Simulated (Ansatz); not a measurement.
# Mg2Si: the band gap up the ladder of functionals

One table from this session's results is given with a row withheld; the runs are named, their logs left out.

Program: Ansatz 0.2.0. PAW datasets, plane waves. Spin-unpolarised throughout; all numbers are computed.

## Starting point

The cell was relaxed beforehand with r2SCAN.

Space group Fm-3m (No. 225), cubic; conventional cell a = 6.338 Å, 21.22 Å³ an atom. Mg has 4 Si at 2.74 Å; Si has 8 Mg at 2.74 Å.

As a file:

```xyz
3
Lattice="0.0000 3.1690 3.1690 3.1690 0.0000 3.1690 3.1690 3.1690 0.0000" Properties=species:S:1:pos:R:3 pbc="T T T"
Mg    1.5845    1.5845    1.5845
Mg    4.7535    4.7535    4.7535
Si    0.0000    0.0000    0.0000
```

The first run:

The input, input.yaml:

```yaml
crystal:
  lattice:
    - [0.0, 3.1689705494, 3.1689705494]
    - [3.1689705494, 0.0, 3.1689705494]
    - [3.1689705494, 3.1689705494, 0.0]
  atoms:
    - { symbol: Mg, position: [0.25, 0.25, 0.25] }
    - { symbol: Mg, position: [0.75, 0.75, 0.75] }
    - { symbol: Si, position: [0.0, 0.0, 0.0] }
kpoints:
  mp_grid: { grid: [8, 8, 8] }
  band_path:
    path:
      - [[0.0, 0.0, 0.0], [0.5, -1.447105537304e-34, 0.5], [0.625, 0.25, 0.625]]
      - [[0.375, 0.375, 0.75], [0.0, 0.0, 0.0], [0.5, 0.5, 0.5], [0.5, 0.25, 0.75], [0.5, -1.447105537304e-34, 0.5]]
    npoints: 10
hamiltonian:
  xc: pbe
scf:
  occupations: { method: fermi_dirac, width: 0.02 }
  n_extra_bands: 4
output:
  forces: true
  stress: true
  eigenvalues: true
```

Command:

```console
ansatz run input.yaml --threads 2 --pin off --max-ram 20275MiB --backend cpu --events-out ev --progress --plain --runs-dir out
```

Among the steps run: PBE band path; r2SCAN at the same geometry; HSE06 at the same geometry; PBE0; LDA at the same geometry; Quasiparticle levels, G0W0@PBE; Single point with DDH-PBE0; r2SCANh at the same geometry; Single point with Hartree-Fock.

One table of the session follows, with a row left open; its other results are not shown here.

| level | gap (eV) |
| --- | --- |
| PBE | ? |
| r2SCAN | 0.45 |
| HSE06 | 0.56 |
| PBE0 | 1.17 |
| LDA | 0.16 |
| G0W0@PBE (189 empty bands) | 0.54 |
| G0W0@PBE (471 empty bands) | 0.59 |
| DDH-PBE0 | 0.44 |
| r2SCANh | 0.78 |
| Hartree-Fock | 4.89 |

Estimate the missing values for PBE.

**Answer.** gap (eV): 0.20. In the column «gap (eV)» it lies between LDA (0.16) and DDH-PBE0 (0.44).

Meshes: PBE 8×8×8, r2SCAN 8×8×8, HSE06 6×6×6, PBE0 6×6×6, LDA 8×8×8, DDH-PBE0 6×6×6, r2SCANh 6×6×6, Hartree-Fock 6×6×6

Against G0W0@PBE, PBE is short by 0.39 eV, at 34 % of it, and r2SCAN 76 %. PBE0 lies 0.61 eV above HSE06, which differs from it by screening the long-range exchange. Hartree-Fock lies above G0W0@PBE by 4.3 eV. The G0W0 figures hold for the stated bands, cutoff and mesh and aren't extrapolated.

Limits of these values: Warnings in the runs' records: stress scf threshold loose, stress exchange threshold loose.
